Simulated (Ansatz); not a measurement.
# TiO2: the cost of one run

Method: DFT r2SCAN, scalar-relativistic, plane waves, PAW, in Ansatz 0.2.0.

1 further run of the same task is left out (set aside as unsound or not needed).

## Step 1: The starting structure

Symmetry: P4_2/nmc, No. 137, tetragonal system. The conventional cell has a = 3.577 Å, b = 3.577 Å, c = 5.203 Å, α = 90.00°, β = 90.00°, γ = 90.00°. Around Hf (site symmetry -4m2) lie 4 O at 2.06 Å. O (site symmetry 2mm) has 2 Hf at 2.06 Å as nearest neighbours.

As a file:

```xyz
6
Lattice="3.5768 0.0000 0.0000 0.0000 3.5768 0.0000 0.0000 0.0000 5.2027" Properties=species:S:1:pos:R:3 pbc="T T T"
Hf    1.7884    1.7884    2.6013
Hf    0.0000    0.0000    0.0000
O     0.0000    1.7884    3.6219
O     1.7884    0.0000    4.1821
O     1.7884    0.0000    1.5808
O     0.0000    1.7884    1.0206
```

It goes back to an entry of the Materials Project, which need not be the stable form.

This cell was relaxed beforehand with the same method: volume 11.09 Å³/atom, gap on the mesh 5.26 eV.

## Step 2: The substitution Hf → Ti

The start of TiO2: fractional positions of relaxed HfO2, cell scaled by 0.968, a guess from tabulated radii. Atoms that may carry a moment start with parallel spins.

## Step 3: Probe: one point at the start (TiO2)

The input, input.yaml:

```yaml
crystal:
  lattice:
    - [3.464015066, 0.0, 0.0]
    - [0.0, 3.464015066, 0.0]
    - [0.0, 0.0, 5.0385871034]
  atoms:
    - { symbol: Ti, position: [0.5, 0.5, 0.5], spin: 1.0 }
    - { symbol: Ti, position: [0.0, 0.0, 0.0], spin: 1.0 }
    - { symbol: O, position: [0.0, 0.5, 0.6961635351] }
    - { symbol: O, position: [0.5, 0.0, 0.8038364649] }
    - { symbol: O, position: [0.5, 0.0, 0.3038364649] }
    - { symbol: O, position: [0.0, 0.5, 0.1961635351] }
basis:
  ecutwfc: 500
kpoints:
  mp_grid: { grid: [6, 6, 4] }
hamiltonian:
  xc: r2scan
scf:
  occupations: { method: gaussian, width: 0.1 }
  lower_state_search: "off"
output:
  forces: true
  stress: true
  eigenvalues: true
  populations: true
magnetization:
  spin_polarized: true
```

The run is started by

```
$ ansatz run input.yaml --threads 1 --pin off --max-ram 2560MiB --backend cpu --events-out ev --progress --plain --runs-dir out
```

Q: Estimate wall time and peak memory on 1 thread of Intel Xeon 6975P-C (Granite Rapids), shared host.

About 16 s, with a peak of 0.57 GiB.
